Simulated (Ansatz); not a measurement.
# W: symmetry broken, then relaxed

The calculation used Ansatz, DFT PBE, scalar-relativistic, plane waves, PAW. Cutoff 420 eV, Γ-centred 12×12×8 k-points, Gaussian smearing of 0.15 eV. Spin–orbit coupling is left out, which can shift energies with elements as heavy as these. No spin polarisation. Energies are free energies at this smearing, counted from the undisturbed cell; pressure is positive in compression.

Reference structure (relaxed at this level):

```xyz
2
Lattice="0.0000 -2.0185 -2.0185 0.0000 2.0185 -2.0185 4.0370 0.0000 0.0000" Properties=species:S:1:pos:R:3 pbc="T T T"
W     2.0185    0.0000   -2.0185
W     0.0000    0.0000    0.0000
```

The atoms are displaced (Å, in the unstrained cell):

| atom | ux | uy | uz |
| --- | --- | --- | --- |
| W1 | 0.097 | -0.025 | 0.201 |
| W2 | -0.097 | 0.025 | -0.201 |

Cell and atoms are then relaxed.

Question: Does the relaxation return to the undisturbed structure?

Answer: No. It ends 480.1 meV/atom below it. The disturbance itself cost 232.0 meV/atom. The final space group reads Im-3m (tolerance 0.05 Å) and the volume changes by -1.89 %.

Final structure:

```
W
1.0
     0.00000   -2.24868   -1.59371
     0.00000    2.24868   -1.59371
     4.50285    0.00000    0.00000
W
2
Cartesian
  2.2514 0.0000 -1.5937
  4.5028 0.0000 -3.1874
```

The relaxation, step by step (energy from the first step; small jumps at an unchanged geometry come where the plane waves are selected anew for the new cell):

```csv
step,ΔE (meV/atom),largest force component (eV/Å),pressure (GPa)
1,0.0,2.060,13.76
2,-210.9,0.678,-8.54
3,-299.4,0.268,-1.26
4,-321.7,0.174,0.97
5,-394.3,0.514,2.80
6,-538.2,0.730,1.96
7,-658.8,0.736,4.57
8,-667.5,0.228,1.12
9,-710.7,0.008,0.87
10,-710.9,0.001,0.25
11,-710.9,0.000,0.00
12,-712.1,0.000,0.07
13,-712.1,0.000,0.00
14,-712.1,0.000,0.00
```

Frames along the relaxation (Å, eV/Å):

```xyz
2
Lattice="0.000 -2.019 -2.019 0.000 2.019 -2.019 4.037 0.000 0.000" Properties=species:S:1:pos:R:3:forces:R:3 pbc="T T T" step=1
W     2.116   -0.025   -1.817   -2.060    0.075   -1.450
W    -0.097    0.025   -0.201    2.060   -0.075    1.450
2
Lattice="0.069 -2.131 -2.042 0.086 2.092 -2.003 4.033 0.017 -0.155" Properties=species:S:1:pos:R:3:forces:R:3 pbc="T T T" step=2
W     2.084   -0.030   -1.996    0.542    0.086   -0.678
W     0.009    0.019   -0.104   -0.542   -0.086    0.678
2
Lattice="0.067 -2.202 -1.977 0.085 2.138 -1.913 3.931 0.018 -0.152" Properties=species:S:1:pos:R:3:forces:R:3 pbc="T T T" step=3
W     2.032   -0.029   -2.021    0.268    0.106   -0.005
W     0.009    0.007    0.001   -0.268   -0.106    0.005
2
Lattice="0.034 -2.236 -1.925 0.063 2.178 -1.867 3.927 0.029 -0.098" Properties=species:S:1:pos:R:3:forces:R:3 pbc="T T T" step=4
W     2.016   -0.008   -1.964   -0.129   -0.087    0.174
W    -0.004   -0.007    0.019    0.129    0.087   -0.174
2
Lattice="-0.010 -2.277 -1.832 0.024 2.232 -1.787 3.992 0.034 -0.014" Properties=species:S:1:pos:R:3:forces:R:3 pbc="T T T" step=5
W     2.018    0.005   -1.838   -0.514   -0.161    0.201
W    -0.015   -0.010    0.021    0.514    0.161   -0.201
2
Lattice="-0.025 -2.288 -1.723 0.021 2.262 -1.697 4.169 0.045 0.004" Properties=species:S:1:pos:R:3:forces:R:3 pbc="T T T" step=6
W     2.103    0.041   -1.746   -0.730   -0.570    0.437
W    -0.021   -0.032    0.038    0.730    0.570   -0.437
2
Lattice="-0.023 -2.259 -1.614 0.039 2.265 -1.620 4.368 0.063 -0.016" Properties=species:S:1:pos:R:3:forces:R:3 pbc="T T T" step=7
W     2.215    0.058   -1.672   -0.736   -0.348    0.583
W    -0.023   -0.024    0.047    0.736    0.348   -0.583
2
Lattice="0.034 -2.184 -1.617 0.073 2.204 -1.637 4.522 0.039 -0.107" Properties=species:S:1:pos:R:3:forces:R:3 pbc="T T T" step=8
W     2.311    0.025   -1.703    0.155    0.062    0.228
W     0.003    0.005    0.022   -0.155   -0.062   -0.228
2
Lattice="0.002 -2.250 -1.593 -0.004 2.246 -1.588 4.500 -0.006 0.002" Properties=species:S:1:pos:R:3:forces:R:3 pbc="T T T" step=9
W     2.249   -0.005   -1.590   -0.005    0.000    0.008
W     0.000    0.000    0.001    0.005    0.000   -0.008
2
Lattice="0.000 -2.248 -1.594 -0.001 2.247 -1.593 4.501 -0.001 0.000" Properties=species:S:1:pos:R:3:forces:R:3 pbc="T T T" step=10
W     2.250   -0.001   -1.594   -0.001    0.000    0.000
W     0.000    0.000    0.000    0.001    0.000    0.000
2
Lattice="0.000 -2.248 -1.594 0.000 2.248 -1.594 4.502 0.000 0.000" Properties=species:S:1:pos:R:3:forces:R:3 pbc="T T T" step=11
W     2.251    0.000   -1.594    0.000    0.000    0.000
W     0.000    0.000    0.000    0.000    0.000    0.000
2
Lattice="0.000 -2.248 -1.594 0.000 2.248 -1.594 4.502 0.000 0.000" Properties=species:S:1:pos:R:3:forces:R:3 pbc="T T T" step=12
W     2.251    0.000   -1.594    0.000    0.000    0.000
W     0.000    0.000    0.000    0.000    0.000    0.000
2
Lattice="0.000 -2.249 -1.594 0.000 2.249 -1.594 4.503 0.000 0.000" Properties=species:S:1:pos:R:3:forces:R:3 pbc="T T T" step=13
W     2.251    0.000   -1.594    0.000    0.000    0.000
W     0.000    0.000    0.000    0.000    0.000    0.000
2
Lattice="0.000 -2.249 -1.594 0.000 2.249 -1.594 4.503 0.000 0.000" Properties=species:S:1:pos:R:3:forces:R:3 pbc="T T T" step=14
W     2.251    0.000   -1.594    0.000    0.000    0.000
W     0.000    0.000    0.000    0.000    0.000    0.000
```

Cost: 3 runs of about 3.9 core-minutes in all, on Arm Neoverse V2 (shared hosts).